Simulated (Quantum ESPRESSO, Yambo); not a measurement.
**LiF (Griceite): G0W0 in Yambo against the bands**

Aim: move the bands of a G0W0 run on LiF (Griceite) over a wide range.

Program: Yambo 5.3.0. Level of theory: PBE and many-body steps on it, plane waves. Results are calculated unless marked as measured.

Report form: the programs' logs are mostly left out.

## (1) Set-up

Symmetry: Fm-3m, No. 225, cubic system. Conventional cell: a = 4.028 Å, b = 4.028 Å, c = 4.028 Å, α = 90.00°, β = 90.00°, γ = 90.00°. Nearest to Li lie 6 F at 2.01 Å. Nearest to F lie 6 Li at 2.01 Å. Farther neighbours and most contacts between anions are not listed.

Coordinates:

```cif
data_structure
_symmetry_space_group_name_H-M 'P 1'
_symmetry_Int_Tables_number 1
_cell_length_a 2.8482
_cell_length_b 2.8482
_cell_length_c 2.8482
_cell_angle_alpha 60.000
_cell_angle_beta 60.000
_cell_angle_gamma 60.000
_cell_volume 16.34
loop_
_atom_site_label
_atom_site_type_symbol
_atom_site_fract_x
_atom_site_fract_y
_atom_site_fract_z
_atom_site_occupancy
Li1 Li 0.00000 0.00000 0.00000 1
F2 F 0.50000 0.50000 0.50000 1
```

The cell and positions come from the Crystallography Open Database and are kept as given unless a step says otherwise.

## (2) 16 bands

This step: Yambo 5.3.0; G0W0 on PBE, plane waves, norm-conserving pseudopotentials.

G0W0 replaces the xc potential by the self-energy, built once from these orbitals. Only a window of levels is corrected, while the sums run over the empty bands that the input names.

File gw1.in:

```
HF_and_locXC
gw0
dyson
ppa
em1d
rim_cut
RandQpts= 1000000
RandGvec= 1 RL
EXXRLvcs= 72 Ry
VXCRLvcs= 288 Ry
Chimod= "HARTREE"
% BndsRnXp
 1 | 16 |
%
NGsBlkXp= 15.5 Ry
% LongDrXp
 1 | 1 | 1 |
%
% GbndRnge
 1 | 16 |
%
DysSolver= "n"
ExtendOut
PPAPntXp= 27.21138 eV
% QPkrange
 1 | 1 | 4 | 7 |
%
```

On the command line:

```bash
OMP_NUM_THREADS=1 mpirun -n 8 yambo -F gw1.in -J gw1 -C gw1 > gw1.log
```

Elapsed: 6.7 s, on 8 MPI ranks of Arm Neoverse V1, shared host; peak memory 2.2 GiB; 33 s of CPU time.

Numbers from this step:

* G0W0 gap on the points computed: 13.29 eV
* starting gap on the mesh: 9.115 eV
* k of the valence top: 0, 0, 0
* k of the conduction bottom: 0, 0, 0
* least direct G0W0 gap on the computed points: 13.29 eV
* Z at the valence top: 0.8271
* Z at the conduction bottom: 0.8942

The gap on the mesh goes from 9.11 eV to 13.29 eV, a correction of +4.17 eV.

## (3) 29 bands

File gw2.in:

```
HF_and_locXC
gw0
dyson
ppa
em1d
rim_cut
RandQpts= 1000000
RandGvec= 1 RL
EXXRLvcs= 72 Ry
VXCRLvcs= 288 Ry
Chimod= "HARTREE"
% BndsRnXp
 1 | 29 |
%
NGsBlkXp= 15.5 Ry
% LongDrXp
 1 | 1 | 1 |
%
% GbndRnge
 1 | 29 |
%
DysSolver= "n"
ExtendOut
PPAPntXp= 27.21138 eV
% QPkrange
 1 | 1 | 4 | 7 |
%
```

On the command line:

```bash
OMP_NUM_THREADS=1 mpirun -n 8 yambo -F gw2.in -J gw2 -C gw2 > gw2.log
```

Run time: 8 s. Hardware: 8 MPI ranks; peak memory 2.1 GiB.

Numbers from this step:

```yaml
g0w0_gap_on_the_points_computed: 13.16 eV
starting_gap_on_the_mesh: 9.115 eV
k_of_the_valence_top: 0, 0, 0
k_of_the_conduction_bottom: 0, 0, 0
least_direct_g0w0_gap_on_the_computed_points: 13.16 eV
z_at_the_valence_top: 0.8278
z_at_the_conduction_bottom: 0.8925
```

Against the run before, the gap moves by −0.129 eV.

## (4) 53 bands

File gw3.in:

```
HF_and_locXC
gw0
dyson
ppa
em1d
rim_cut
RandQpts= 1000000
RandGvec= 1 RL
EXXRLvcs= 72 Ry
VXCRLvcs= 288 Ry
Chimod= "HARTREE"
% BndsRnXp
 1 | 53 |
%
NGsBlkXp= 15.5 Ry
% LongDrXp
 1 | 1 | 1 |
%
% GbndRnge
 1 | 53 |
%
DysSolver= "n"
ExtendOut
PPAPntXp= 27.21138 eV
% QPkrange
 1 | 1 | 4 | 7 |
%
```

On the command line:

```bash
OMP_NUM_THREADS=1 mpirun -n 8 yambo -F gw3.in -J gw3 -C gw3 > gw3.log
```

Run time: 7.8 s. Hardware: 8 MPI ranks; peak memory 2.2 GiB; 49 s of CPU time.

This step gave:

```
G0W0 gap on the points computed              : 13.22 eV
starting gap on the mesh                     : 9.115 eV
k of the valence top                         : 0, 0, 0
k of the conduction bottom                   : 0, 0, 0
least direct G0W0 gap on the computed points : 13.22 eV
```

Against the run before, the gap moves by +0.065 eV.

## (5) 94 bands

File gw4.in:

```
HF_and_locXC
gw0
dyson
ppa
em1d
rim_cut
RandQpts= 1000000
RandGvec= 1 RL
EXXRLvcs= 72 Ry
VXCRLvcs= 288 Ry
Chimod= "HARTREE"
% BndsRnXp
 1 | 94 |
%
NGsBlkXp= 15.5 Ry
% LongDrXp
 1 | 1 | 1 |
%
% GbndRnge
 1 | 94 |
%
DysSolver= "n"
ExtendOut
PPAPntXp= 27.21138 eV
% QPkrange
 1 | 1 | 4 | 7 |
%
```

On the command line:

```bash
OMP_NUM_THREADS=1 mpirun -n 8 yambo -F gw4.in -J gw4 -C gw4 > gw4.log
```

The job ended after 11 s (8 MPI ranks; peak memory 2.4 GiB).

This step gave:

```yaml
g0w0_gap_on_the_points_computed: 13.31 eV
starting_gap_on_the_mesh: 9.115 eV
k_of_the_valence_top: 0, 0, 0
k_of_the_conduction_bottom: 0, 0, 0
least_direct_g0w0_gap_on_the_computed_points: 13.31 eV
```

Against the run before, the gap moves by +0.084 eV.

## (6) 142 bands

File gw5.in:

```
HF_and_locXC
gw0
dyson
ppa
em1d
rim_cut
RandQpts= 1000000
RandGvec= 1 RL
EXXRLvcs= 72 Ry
VXCRLvcs= 288 Ry
Chimod= "HARTREE"
% BndsRnXp
 1 | 142 |
%
NGsBlkXp= 15.5 Ry
% LongDrXp
 1 | 1 | 1 |
%
% GbndRnge
 1 | 142 |
%
DysSolver= "n"
ExtendOut
PPAPntXp= 27.21138 eV
% QPkrange
 1 | 1 | 4 | 7 |
%
```

On the command line:

```bash
OMP_NUM_THREADS=1 mpirun -n 8 yambo -F gw5.in -J gw5 -C gw5 > gw5.log
```

Elapsed: 17 s, on 8 MPI ranks; peak memory 2.5 GiB.

Numbers from this step:

```yaml
g0w0_gap_on_the_points_computed: 13.36 eV
starting_gap_on_the_mesh: 9.115 eV
k_of_the_valence_top: 0, 0, 0
k_of_the_conduction_bottom: 0, 0, 0
least_direct_g0w0_gap_on_the_computed_points: 13.36 eV
```

Against the run before, the gap moves by +0.050 eV.

## (7) 197 bands

File gw6.in:

```
HF_and_locXC
gw0
dyson
ppa
em1d
rim_cut
RandQpts= 1000000
RandGvec= 1 RL
EXXRLvcs= 72 Ry
VXCRLvcs= 288 Ry
Chimod= "HARTREE"
% BndsRnXp
 1 | 197 |
%
NGsBlkXp= 15.5 Ry
% LongDrXp
 1 | 1 | 1 |
%
% GbndRnge
 1 | 197 |
%
DysSolver= "n"
ExtendOut
PPAPntXp= 27.21138 eV
% QPkrange
 1 | 1 | 4 | 7 |
%
```

On the command line:

```bash
OMP_NUM_THREADS=1 mpirun -n 8 yambo -F gw6.in -J gw6 -C gw6 > gw6.log
```

The job ended after 22 s (8 MPI ranks; peak memory 2.7 GiB; 2.5 min of CPU time).

Numbers from this step:

```yaml
g0w0_gap_on_the_points_computed: 13.39 eV
starting_gap_on_the_mesh: 9.115 eV
k_of_the_valence_top: 0, 0, 0
k_of_the_conduction_bottom: 0, 0, 0
least_direct_g0w0_gap_on_the_computed_points: 13.39 eV
```

Against the run before, the gap moves by +0.030 eV.

## (8) The runs together

Times are wall times on 8 MPI ranks of Arm Neoverse V1, shared host, good to a factor of about two.

| run | mesh | bands | screening cutoff (eV) | DFT gap (eV) | gap on the mesh (eV) | direct (eV) | time |
| --- | --- | --- | --- | --- | --- | --- | --- |
| 16 bands | 4×4×4 | 16 | 210.9 | 9.115 | 13.290 | 13.290 | 6.7 s |
| 29 bands | 4×4×4 | 29 | 210.9 | 9.115 | 13.160 | 13.160 | 8 s |
| 53 bands | 4×4×4 | 53 | 210.9 | 9.115 | 13.225 | 13.225 | 7.8 s |
| 94 bands | 4×4×4 | 94 | 210.9 | 9.115 | 13.309 | 13.309 | 11 s |
| 142 bands | 4×4×4 | 142 | 210.9 | 9.115 | 13.359 | 13.359 | 17 s |
| 197 bands | 4×4×4 | 197 | 210.9 | 9.115 | 13.389 | 13.389 | 22 s |

## (9) What came out

```json
{"16 bands": "13.290 eV", "29 bands": "13.160 eV", "53 bands": "13.225 eV", "94 bands": "13.309 eV", "142 bands": "13.359 eV", "197 bands": "13.389 eV", "known limits": "not at the basis limit; coarse k mesh"}
```

The setting moved: bands. From 16 bands to 197 bands the gap moves by +0.10 eV, for 3.3 times the time, not steadily: it passes through 13.16 eV. The last step still moves it by +0.030 eV. Bands and screening cutoff are coupled, so a series along one setting does not show full convergence. Bands and cutoff are finite, so the gap is not at the basis limit. The miss can reach some tenths of an eV and take either sign; the mesh is an error of its own. In the G0W0 runs levels were corrected at 1 k point alone, so a gap called «on the mesh» is the least over those, and an edge elsewhere would be missed. The 4×4×4 mesh is coarse for this cell, which bears on the long-range parts of exchange and screening.

[Paths, hosts, dates, memory and timing lines, banners, echoed tables and standing remarks are left out of the program output.]

[Logs are printed without paths, hosts, clocks, repeated set-up lines and the standing remarks that a program may print on its own settings, such as how far it seeks lower states.]

[Runs of the session that timed out or met a known fault of the program may be left out.]

[Hosts, paths, dates, database ids (printed as entryN), source tags and the programs' standing remarks are cut or masked in the printed files.]
